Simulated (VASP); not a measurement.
Input of a VASP 6.6.1 run:

File INCAR:

```
SYSTEM = Ba2S
PREC = Accurate
ENCUT = 520
EDIFF = 1E-7
ISMEAR = 0
SIGMA = 0.1
LREAL = .FALSE.
LASPH = .TRUE.
NELM = 100
ALGO = Fast
ISIF = 2
LWAVE = .FALSE.
LCHARG = .FALSE.
GGA = PE
NBANDS = 20
```

The input KPOINTS:

```
Automatic mesh
0
G
  4 4 4
  0 0 0
```

File POSCAR:

```
Ba2S
1.0
   -2.6891664715      2.6891664715      3.7559732705
    2.6891664715     -2.6891664715      3.7559732705
    2.6891664715      2.6891664715     -3.7559732705
Ba S
2 1
Direct
    0.7500000000      0.2500000000      0.5000000000
    0.2500000000      0.7500000000      0.5000000000
    0.0000000000      0.0000000000      0.0000000000
```

Potentials or basis: VASP PAW PBE potentials, release 64 (Ba_sv, S).

Run with:

```bash
$ cat potpaw_PBE.64/Ba_sv/POTCAR potpaw_PBE.64/S/POTCAR > POTCAR
$ mpirun -np 1 vasp_std > vasp.out
```

Question: Predict the pressure.

Answer: 0.5 GPa.

Question: What does it give for the band gap on the k mesh?

Answer: None (metal or under the smearing width).

Stress tensor (GPa, compression positive):
```
0.42 0.00 0.00
0.00 0.42 0.00
0.00 0.00 0.75
```

Caveat: the k mesh is coarse (spacing up to 0.41 Å⁻¹), so the values aren't converged. Spin-orbit coupling is left out, which matters for the levels of Ba.
